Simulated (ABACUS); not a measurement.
Wanted: the native input for an ABACUS 3.10.1 run.

```yaml
Task: single point
Functional: PBE
Potentials_or_basis: PseudoDojo NC SR 0.4.1 PBE standard
Cutoff: 1361 eV
Density_cutoff: 5442 eV
Basis: TZDP LCAO (the cutoffs set its grid)
k_mesh: 12 × 12 × 12
Occupations: fermi-dirac, width 0.05 eV
Spin: collinear spin, ferromagnetic start
Starting_moments: "[2.0] μB"
Orbital_files: V V_confined-atom_7au_4s3p3d1f.orb
Radial_cutoff_of_the_potentials_pseudo_rcut: 10 bohr
SCF_threshold_on_the_density: 1e-07
Max_SCF_steps: 100
Eigensolver: genelpa
Mixing: broyden
Mixing_share: 0.4
Symmetry_key: 1
```

V:

```
CELL_PARAMETERS angstrom
-1.51435 1.51435 1.51435
1.51435 -1.51435 1.51435
1.51435 1.51435 -1.51435
ATOMIC_POSITIONS crystal
V 0.00000 0.00000 0.00000
```

The input as run:

INPUT

```
INPUT_PARAMETERS
suffix              V
calculation         scf
basis_type          lcao
pseudo_dir          ./
orbital_dir         ./
symmetry            1
dft_functional      pbe
ecutwfc             100
pseudo_rcut         10
nspin               2
nbands              12
ks_solver           genelpa
smearing_method     fd
smearing_sigma      0.00367493
scf_thr             1e-07
scf_nmax            100
mixing_type         broyden
mixing_beta         0.4
cal_force           1
cal_stress          1
out_mul             1
out_chg             1
out_pot             2
out_elf             1
```

STRU

```
ATOMIC_SPECIES
V 50.9415 V.upf

NUMERICAL_ORBITAL
V_confined-atom_7au_4s3p3d1f.orb

LATTICE_CONSTANT
1.8897261246

LATTICE_VECTORS
-1.5143500000 1.5143500000 1.5143500000
1.5143500000 -1.5143500000 1.5143500000
1.5143500000 1.5143500000 -1.5143500000

ATOMIC_POSITIONS
Direct

V
0.0
1
0.0000000000 0.0000000000 0.0000000000 1 1 1 mag 2
```

KPT

```
K_POINTS
0
Gamma
12 12 12 0 0 0
```

Potentials or basis: PseudoDojo NC SR 0.4.1 PBE standard, TZDP LCAO (the cutoffs set its grid).

Command:

```console
$ OMP_NUM_THREADS=1 mpirun -np 4 abacus > log
```

It gave:

* Pressure: -5.0 GPa
* Band gap on the k mesh: none (metal or under the smearing width)
* Net moment: 0.00 μB per cell
* Absolute moment: 0.00 μB per cell

Caveat: the atomic orbitals were generated for these runs and aren't a published set; the basis of atomic orbitals isn't converged, which shifts pressures, moduli and gaps.

Run time: 15 s on 4 MPI ranks on AMD EPYC 9B14 (Zen 4) (shared host), peak memory 0.44 GiB a rank.
